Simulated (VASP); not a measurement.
Au: equation of state with LDA

The system is Au.

```
CELL_PARAMETERS angstrom
1.38657 -2.56411 0.00000
1.38657 2.56411 0.00000
0.00000 0.00000 4.69124
ATOMIC_POSITIONS crystal
Au 0.34023 0.65977 0.25000
Au 0.65977 0.34023 0.75000
```

This isn't the form of Au at room conditions, which is fcc.

```
Program                : VASP 6.6.1
Task                   : equation of state
Functional             : LDA
Potentials or basis    : VASP PAW LDA potentials, release 64 (Au)
Cutoff                 : 520 eV
k mesh                 : 10 × 10 × 6
Occupations            : fermi-dirac, width 0.05 eV
Spin                   : no spin polarisation
Ladder                 : gaps
Further INCAR settings : ALGO = Normal; EDIFF = 1e-06
```

The equilibrium volume is 16.68 Å³/atom and the bulk modulus at fixed shape and positions is 189 GPa. The pressure derivative of the bulk modulus is 6.1 (rough: it moves with the points fitted).

Energy against volume, from the lowest point:
```csv
volume (Å³/atom),energy (meV/atom)
16.012,17.27
16.345,4.09
16.679,0.00
17.012,3.81
17.346,14.46
```

All runs of the series together: 100 s on 1 thread of Intel(R) Xeon(R) Platinum 8488C (Sapphire Rapids) (shared host).

Caveat: the cell was scaled at fixed shape and fractional positions, which overstates the stiffness of a crystal with free parameters, most of all of layers and chains. Spin-orbit coupling is left out, which matters for the levels of Au.
